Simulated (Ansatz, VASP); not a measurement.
# One calculation of Be, two programs

```xyz
1
Lattice="-1.2456 1.2456 1.2456 1.2456 -1.2456 1.2456 1.2456 1.2456 -1.2456" Properties=species:S:1:pos:R:3 pbc="T T T"
Be    0.0000    0.0000    0.0000
```

Alike in both runs: task relaxation of cell and atoms; functional PBEsol; k mesh 30 × 30 × 30; occupations gaussian, width 0.1 eV; no spin polarisation.

|  | VASP | Ansatz |
| --- | --- | --- |
| version | VASP 6.6.1 | Ansatz 0.2.0 |
| potentials or method | VASP PAW PBE potentials, release 64 (Be) | scalar-relativistic, plane waves, PAW |
| plane-wave cutoff (eV) | 600 | 420 |
| valence electrons in the cell | 2 | 2 |

VASP gave:

| Quantity | Value |
| --- | --- |
| gap on the k mesh at the Fermi level, each at its own relaxed structure (eV) | none |
| relaxed volume (Å³/atom) | 7.76 |
| relaxed cell length with the largest relative difference (Å) | 2.160 |

Which values does Ansatz return?

gap on the k mesh at the Fermi level, each at its own relaxed structure (eV): none; relaxed volume (Å³/atom): 7.74; relaxed cell length with the largest relative difference (Å): 2.159.

A gap of «none» marks a metal or a gap that the smearing closes.

Caveats: the PAW data sets were made with another functional, which shifts forces and pressure a little (VASP).
